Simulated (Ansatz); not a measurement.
TiCo:

```
CELL_PARAMETERS angstrom
2.98611 0.00000 0.00000
0.00000 2.98611 0.00000
0.00000 0.00000 2.98611
ATOMIC_POSITIONS crystal
Co 0.50000 0.50000 0.50000
Ti 0.00000 0.00000 0.00000
```

The cell comes from a database or a generator and needn't be the stable form of this composition.

Alike in all runs: program Ansatz 0.2.0; functional PBEsol; potentials or basis Ansatz PAW; cutoff 420 eV (not typed: the program's choice for these potentials); k mesh 9 × 9 × 9; occupations fermi-dirac, width 0.05 eV.

The same cell was started in several ways:

```csv
start,free energy over the lowest (meV/atom),net moment (μB),site or absolute moments (μB),gap
"collinear spin, ferrimagnetic start of up to 2 μB",0.0,0.71,Co +0.79; Ti -0.03,none (metal or under the smearing width)
"collinear spin, ferromagnetic start of up to 3.5 μB",0.0,0.71,Co +0.79; Ti -0.03,none (metal or under the smearing width)
"collinear spin, ferromagnetic start of up to 2 μB",0.0,0.71,Co +0.79; Ti -0.03,none (metal or under the smearing width)
"collinear spin, random start of up to 1.09 μB",0.0,-0.71,Co -0.79; Ti +0.03,none (metal or under the smearing width)
no spin polarisation,15.8,-,-,none (metal or under the smearing width)
"collinear spin, antiferromagnetic start of up to 2 μB",0.0,0.71,Co +0.79; Ti -0.03,none (metal or under the smearing width)
```

Allowing spin polarisation gains 16 meV/atom. A still lower state may exist.
